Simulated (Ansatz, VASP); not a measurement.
Two plane-wave programs on Si

```
Si
1.0
     3.84720    0.00000    0.00000
    -1.92360    3.33177    0.00000
     0.00000    0.00000   18.44470
Si
4
Cartesian
  0.0000 2.2212 4.9723
  1.9236 1.1106 4.5000
  1.9236 1.1106 8.9447
  3.8472 0.0000 8.4723
```

Alike in both runs: task single point; functional PBE; dispersion D3(BJ); k mesh 9 × 9 × 1; occupations gaussian, width 0.1 eV; no spin polarisation.

```csv
,VASP,Ansatz
version,VASP 6.6.1,Ansatz 0.2.0
potentials or method,"VASP PAW PBE potentials, release 64 (Si)","scalar-relativistic, plane waves, PAW"
plane-wave cutoff (eV),520,420
valence electrons in the cell,16,16
```

|  | VASP | Ansatz | Ansatz less VASP |
| --- | --- | --- | --- |
| gap on the k mesh at the Fermi level (eV) | none | none | - |
| rms of the force components (eV/Å) | 0.064 | 0.067 | +0.0024 |
| work function, face that differs most (eV) | 4.71 | 4.70 | -0.004 |

Atom by atom the forces differ by 0.004 eV/Å (rms over components). A gap of «none» marks a metal or a gap that the smearing closes.
